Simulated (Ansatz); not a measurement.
## Vibrational response of NaF at 3.7 GPa

Level of theory: Ansatz 0.2.0, DFT r2SCAN+D3(BJ), scalar-relativistic, plane waves, PAW. Cutoff 500 eV, 8×8×8 k-points (Γ-centred), fixed occupations. No spin polarisation. Phonons by linear response, acoustic sum rule imposed.

The cell is fixed (symmetry leaves no force on the atoms) and stands under 3.7 GPa:
```
CELL_PARAMETERS angstrom
2.72370 0.00000 0.00000
0.00000 2.72370 0.00000
0.00000 0.00000 2.72370
ATOMIC_POSITIONS crystal
Na 0.00000 0.00000 0.00000
F 0.50000 0.50000 0.50000
```

The cell is the ideal cubic caesium chloride prototype; this isn't the usual structure of the compound.

Optical modes at Γ (transverse, no macroscopic field); i marks an imaginary frequency:
```
frequency (THz) degeneracy IR intensity of the level ((D/Å)²/amu)
           7.16           3                                    6.98
```

All 3 optical modes at Γ are real: no displacement of atoms at fixed cell lowers the energy to second order. Strains and modes at other wave vectors aren't tested by this run.

- Electronic dielectric constant ε∞ (principal values): 1.91
- Static dielectric constant ε0 (principal values): 6.2
- Refractive index √ε∞, mean: 1.38
- Kohn–Sham gap on the mesh: 7.61 eV
- Cost: 120 s on 1 thread of Intel(R) Xeon(R) Processor @ 2.50GHz (Skylake/Cascade Lake), on a shared host, peak memory 1.9 GiB

Born effective charges (e):
| atom | Z*xx | Z*yy | Z*zz | mean |
| --- | --- | --- | --- | --- |
| Na (atom 1) | 1.02 | 1.02 | 1.02 | 1.02 |
| F (atom 2) | -1.02 | -1.02 | -1.02 | -1.02 |